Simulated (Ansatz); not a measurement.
# ZnS (F-43m), comparing deformations

Method: Ansatz 0.2.0, DFT r2SCAN, scalar-relativistic, plane waves, PAW. The runs took a 500 eV cutoff, a Γ-centred 8×8×8 mesh and Gaussian smearing (0.05 eV). No spin polarisation. Energies are free energies at this smearing, counted from the undisturbed cell; pressure is positive in compression.

The undisturbed cell (as given, not relaxed at this level; it stands at -0.9 GPa):

```
CELL_PARAMETERS angstrom
0.00000 2.70465 2.70465
2.70465 0.00000 2.70465
2.70465 2.70465 0.00000
ATOMIC_POSITIONS crystal
Zn 0.00000 0.00000 0.00000
S 0.75000 0.75000 0.75000
```

The cell is strained by ε times a Voigt pattern (xx, yy, zz, yz, xz, xy; engineering shear) with fractional coordinates fixed. τ = (1/V0) dE/dε comes from the stress tensor. Of each scan, only the three points used here are listed.

| pattern | ε | τ (GPa) |
| --- | --- | --- |
| (1, 1, 0, 0, 0, 0) | -0.0150 | -3.49 |
| (1, 1, 0, 0, 0, 0) | 0.0000 | 1.72 |
| (1, 1, 0, 0, 0, 0) | 0.0150 | 6.43 |
| (0, 0, 1, 0, 0, 0) | -0.0150 | -0.73 |
| (0, 0, 1, 0, 0, 0) | 0.0000 | 0.86 |
| (0, 0, 1, 0, 0, 0) | 0.0150 | 2.39 |
| (1, -1, 0, 0, 0, 0) | -0.0050 | -0.43 |
| (1, -1, 0, 0, 0, 0) | 0.0000 | 0.00 |
| (1, -1, 0, 0, 0, 0) | 0.0050 | 0.43 |
| (1, 0, 0, 0, 0, 0) | -0.0250 | -1.81 |
| (1, 0, 0, 0, 0, 0) | 0.0000 | 0.86 |
| (1, 0, 0, 0, 0, 0) | 0.0250 | 3.39 |

**Question.** Which constants do the scans give, and which deformation costs least for the same size of strain tensor?

**Answer.** The slope dτ/dε at zero (parabola through three points) is pᵀCp: (1, 1, 0, 0, 0, 0) gives 2(C11 + C12) = 331 GPa; (0, 0, 1, 0, 0, 0) gives C11 = 104 GPa; (1, -1, 0, 0, 0, 0) gives 2(C11 − C12) = 86 GPa; (1, 0, 0, 0, 0, 0) gives C11 = 104 GPa. The size of the strain tensor, ε:ε, is ε² times 2.0, 1.0, 2.0, 1.0. Per unit of it the stiffnesses are 165, 104, 43, 104 GPa, so (1, -1, 0, 0, 0, 0) is the softest of these: at ε:ε = (1 %)² the quadratic term costs 0.26 meV/atom against 1.02 for the stiffest.

**Question.** What else follows for this cubic crystal?

**Answer.** From the unrounded slopes C11 = 104.0 and C12 = 61.4 GPa, so B = (C11 + 2 C12)/3 = 76 GPa and the Poisson ratio for a pull along a cube edge is C12/(C11 + C12) = 0.37. Symmetry also asks 2(C11 − C12) = 85 GPa, against 86 from its own scan.